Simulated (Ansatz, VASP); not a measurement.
**AlAu: VASP beside Ansatz**

Contents of INCAR:

```
SYSTEM = AlAu
  PREC = Accurate
  ENCUT = 520
  EDIFF = 1E-7
  ISMEAR = -1
  SIGMA = 0.05
  LREAL = .FALSE.
  LASPH = .TRUE.
  NELM = 60
  ALGO = Normal
  ISIF = 2
  LWAVE = .FALSE.
  LCHARG = .FALSE.
  GGA = PS
  NBANDS = 14
```

Contents of KPOINTS:

```
regular mesh
0
G
  8 8 8
  0 0 0
```

File POSCAR:

```
AlAu
1.0
    3.1803698749      0.0000000000      0.0000000000
    0.0000000000      3.1803698749      0.0000000000
    0.0000000000      0.0000000000      3.1803698749
Au Al
1 1
Direct
    0.5000000000      0.5000000000      0.5000000000
    0.0000000000      0.0000000000      0.0000000000
```

input.yaml

```yaml
crystal:
  lattice:
    - [3.1803698749, 0.0, 0.0]
    - [0.0, 3.1803698749, 0.0]
    - [0.0, 0.0, 3.1803698749]
  atoms:
    - { symbol: Au, position: [0.5, 0.5, 0.5] }
    - { symbol: Al, position: [0.0, 0.0, 0.0] }
hamiltonian:
  xc: pbesol
  pseudopotentials: { kind: paw }
kpoints:
  mp_grid: { grid: [8, 8, 8] }
scf:
  occupations: { method: fermi_dirac, width: 0.05 }
output:
  forces: true
  stress: true
  eigenvalues: true
```

Change from the starting cell: volume scaled by 0.96.

Alike in both runs: task single point; functional PBEsol; k mesh 8 × 8 × 8; occupations fermi-dirac, width 0.05 eV; no spin polarisation.

|  | VASP | Ansatz |
| --- | --- | --- |
| version | VASP 6.6.1 | Ansatz 0.2.0 |
| potentials or method | VASP PAW PBE potentials, release 64 (Au, Al) | Ansatz PAW |
| plane-wave cutoff (eV) | 520 | 420 |
| valence electrons in the cell | 14 | 22 |

VASP gave:

```
gap on the k mesh at the Fermi level (eV) : none
pressure (GPa)                            : -0.8
```

Question: Which values does Ansatz return?

Answer: gap on the k mesh at the Fermi level (eV): none; pressure (GPa): -0.6.

A gap of «none» marks a metal or a gap that the smearing closes. The functional is the same, so the differences come from potentials, cutoffs and numerics. The two sets of potentials don't hold the same shells in valence.

Caveats: the PAW data sets were made with another functional, which shifts forces and pressure a little (VASP); the PAW data sets come from PBE, with cores solved anew for the run's functional, which leaves a small shift of forces and pressure (Ansatz). The runs have no spin-orbit coupling, so splittings on Au are missing.
